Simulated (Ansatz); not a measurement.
# HfO2: the cost of one run

Method: DFT PBE, scalar-relativistic, plane waves, PAW, in Ansatz 0.2.0.

3 further runs of the same task are left out: 1 that didn't finish, 2 set aside as unsound or not needed. Runs told in other sessions of the task aren't counted.

## (1) Starting point

The structure is monoclinic, space group P2_1/c (No. 14). The conventional cell has a = 5.161 Å, b = 5.212 Å, c = 5.352 Å, α = 90.00°, β = 99.65°, γ = 90.00°. Hf (site symmetry 1) is surrounded by 7 O at 2.05 to 2.27 Å. Around O (site symmetry 1) lie 4 Hf at 2.16 to 2.27 Å. O (site symmetry 1) has 3 Hf at 2.05 to 2.15 Å in its first shell of neighbours.

As a file:

```
Hf O
1.0
     5.16084    0.00000   -0.01534
     0.00000    5.21219    0.00000
    -0.88148    0.00000    5.27872
Hf O
4 8
Cartesian
  1.2393 0.2234 1.0959
  3.4808 2.8295 1.5282
  3.0401 4.9888 4.1675
  0.7985 2.3827 3.7352
  1.8977 3.9468 2.5095
  2.8224 1.3407 0.1145
  2.3817 1.2654 2.7539
  1.4570 3.8715 5.1488
  0.0397 1.7135 1.8379
  4.6804 4.3196 0.7861
  4.2396 3.4987 3.4255
  -0.4010 0.8926 4.4773
```

This cell was relaxed beforehand with the same method: volume 11.83 Å³/atom, gap on the mesh 4.04 eV.

## (2) Bands, states and charges

Input file input.yaml:

```yaml
crystal:
  lattice:
    - [5.1608408603, 0.0, -0.0153390565]
    - [0.0, 5.212189878, 0.0]
    - [-0.8814769846, 0.0, 5.2787237357]
  atoms:
    - { symbol: Hf, position: [0.2757243756, 0.0428613283, 0.2084023814] }
    - { symbol: Hf, position: [0.7242756244, 0.5428613283, 0.2915976186] }
    - { symbol: Hf, position: [0.7242756244, 0.9571386717, 0.7915976186] }
    - { symbol: Hf, position: [0.2757243756, 0.4571386717, 0.7084023814] }
    - { symbol: O, position: [0.449133177, 0.7572235639, 0.476700502] }
    - { symbol: O, position: [0.550866823, 0.2572235639, 0.023299498] }
    - { symbol: O, position: [0.550866823, 0.2427764361, 0.523299498] }
    - { symbol: O, position: [0.449133177, 0.7427764361, 0.976700502] }
    - { symbol: O, position: [0.0672019315, 0.3287421741, 0.3483696704] }
    - { symbol: O, position: [0.9327980685, 0.8287421741, 0.1516303296] }
    - { symbol: O, position: [0.9327980685, 0.6712578259, 0.6516303296] }
    - { symbol: O, position: [0.0672019315, 0.1712578259, 0.8483696704] }
basis:
  ecutwfc: 420
kpoints:
  mp_grid: { grid: [6, 6, 6] }
  band_path:
    path:
      - [0.0, 0.0, 0.0]
      - [0.0, 0.5, 0.0]
      - [0.0, 0.5, 0.5]
      - [0.0, 0.0, 0.5]
      - [0.0, 0.0, 0.0]
      - [-0.5, 0.0, 0.5]
      - [-0.5, 0.5, 0.5]
      - [0.0, 0.5, 0.0]
      - [-0.5, 0.5, 0.0]
      - [-0.5, 0.0, 0.0]
      - [0.0, 0.0, 0.0]
    npoints: 10
hamiltonian:
  xc: pbe
scf:
  occupations: { method: gaussian, width: 0.02 }
  n_extra_bands: 30
output:
  forces: true
  stress: true
  eigenvalues: true
  populations: true
  dos: { projected: true, de: 0.02, nscf_kmesh: { grid: [9, 9, 9] } }
  bader: false
  write_density: true
  write_potential: true
  elf: true
  volumetric_format: npy
```

Started as:

```bash
$ ansatz run input.yaml --threads 4 --pin off --max-ram 10240MiB --backend cpu --events-out ev --progress --plain --runs-dir out
```

What time and memory should one allow on 4 threads of Intel Xeon at 2.50GHz (Skylake/Cascade Lake), shared host?

About 2.4 min, with a peak of 2 GiB.
